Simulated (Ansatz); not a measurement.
Mo: energy along a strain

Mo, Im-3m, a = 3.129 Å. Ansatz: PBEsol, PAW, 420 eV, Γ-centred 26×26×26 mesh on 1 atom, Gaussian smearing 0.15 eV; no spin polarisation. Cell vectors (Å): -1.565 1.565 1.565; 1.565 -1.565 1.565; 1.565 1.565 -1.565. The cell is strained by x per cent times the pattern (0 0 0 0 1 0) in the order xx yy zz yz xz xy (engineering shears), with fractional coordinates held. y is the free energy over the start, V0 = 15.322 Å³/atom. Symmetry makes y even in x.

```tsv
x (%)	y (meV/atom)
-2.00	?
-1.00	0.50
0.00	0.00
0.25	0.03
0.50	0.13
0.75	0.28
1.25	0.79
1.50	1.14
1.75	1.55
```

Task: Fit y = c2 x² + c4 x⁴ to the other rows, get the stiffness along the pattern, and predict the missing energy.

Result: Least squares on the rows shown. y = 0.5023 x² + 0.001405 x⁴. The clamped-ion stiffness p·C·p = 2 × 5.023 eV × 160.2 / 15.322 Å³ = 105 GPa, which is C55 in these axes (C44 of the cubic crystal). At x = -2.00 the fit asked for gives 2.03 meV/atom. The run gave 2.03 meV/atom, the same to the digits shown.